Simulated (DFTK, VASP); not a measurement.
This is a calculation of InAs for DFTK 0.8.2. 

The input run.jl:

```julia
using DFTK
using PseudoPotentialData
using Unitful, UnitfulAtomic
using LinearAlgebra, Printf
include("save.jl")
disable_threading()

# lattice vectors are the columns
lattice = austrip(1u"Å") * [           0.0          3.018          3.018;
                    3.018            0.0          3.018;
                    3.018          3.018            0.0]
symbols   = [:In, :As]
positions = [[0.0, 0.0, 0.0],
             [0.75, 0.75, 0.75]]
pseudopotentials = PseudoFamily("dojo.nc.sr.pbesol.v0_4_1.standard.upf")
elements = Dict(s => ElementPsp(s, pseudopotentials) for s in unique(symbols))
atoms    = [elements[s] for s in symbols]

build_model(lattice, positions; symmetries=true) =
    model_DFT(lattice, atoms, positions;
              functionals=PBEsol(),
              temperature=austrip(0.05u"eV"),
              smearing=Smearing.FermiDirac(),
              symmetries)
Ecut  = 42.0  # hartree
kgrid = [8, 8, 8]
tol   = 1e-6
to_GPa = ustrip(uconvert(u"GPa", 1u"hartree/bohr^3"))

model = build_model(lattice, positions)
basis = PlaneWaveBasis(model; Ecut, kgrid)
display(basis)
scfres = self_consistent_field(basis;
                               tol,
                               nbandsalg=AdaptiveBands(model; n_bands_converge=19))
display(scfres.energies)
@printf "Fermi level: %.6f eV\n" ustrip(auconvert(u"eV", something(scfres.εF, NaN)))
forces = compute_forces_cart(scfres)
println("Forces (eV/Å)")
for (s, f) in zip(symbols, forces)
    @printf "%-3s %12.6f %12.6f %12.6f\n" s ustrip.(auconvert.(u"eV/Å", f))...
end
stress = compute_stresses_cart(scfres)
println("Stress (GPa)")
display(round.(stress * to_GPa; digits=4))
println("Levels at the first k-point (eV): ", round.(ustrip.(auconvert.(u"eV", scfres.eigenvalues[1][1:scfres.n_bands_converge])); digits=4))
save_scf!(scfres; forces, stress)
```

Potentials or basis: dojo.nc.sr.pbesol.v0_4_1.standard.upf (PBEsol).

Launch:

```bash
$ julia --threads=1 run.jl  # save.jl only writes the numbers to a file and isn't shown; printed stress counts tension as positive; times include loading and compiling
```

Task: Set up the same calculation for VASP 6.6.1. Potentials or basis there: PBE PAW files As, In_d, 520 eV.

Result: As run (cutoffs and basis follow the program's own potentials, and thresholds, step limits or extra output files can differ):

File INCAR:

```
PREC     = Accurate       # precision mode
ENCUT    = 520            # plane-wave cutoff, eV
EDIFF    = 1E-7           # SCF threshold, eV
ISMEAR   = -1             # smearing method
SIGMA    = 0.05           # smearing width, eV
LREAL    = F              # projectors in reciprocal space
LASPH    = T              # aspherical terms in the spheres
NELM     = 60             # most SCF steps
ALGO     = Normal         # electronic algorithm
ISIF     = 2              # what is computed and relaxed
LWAVE    = F              # write WAVECAR
LCHARG   = T              # write CHGCAR
GGA      = PS             # functional
LELF     = T              # ELF
LVHAR    = T            
NBANDS   = 16             # bands
```

Contents of KPOINTS:

```
regular mesh
0
Gamma
  8 8 8
```

POSCAR

```
InAs
1.0
    0.0000000000      3.0180000000      3.0180000000
    3.0180000000      0.0000000000      3.0180000000
    3.0180000000      3.0180000000      0.0000000000
In As
1 1
Direct
    0.0000000000      0.0000000000      0.0000000000
    0.7500000000      0.7500000000      0.7500000000
```

Potentials or basis: VASP PAW PBE potentials, release 64 (In_d, As).

Run with:

```console
$ cat potpaw_PBE.64/In_d/POTCAR potpaw_PBE.64/As/POTCAR > POTCAR
$ mpirun -np 1 vasp_std > vasp.out
```

Both were run:

|  | DFTK | VASP |
| --- | --- | --- |
| Pressure | 1.6 GPa | 1.6 GPa |

The potentials hold 28 and 18 valence electrons a cell.

VASP's potentials were made for PBE.

Pressure is positive in compression.
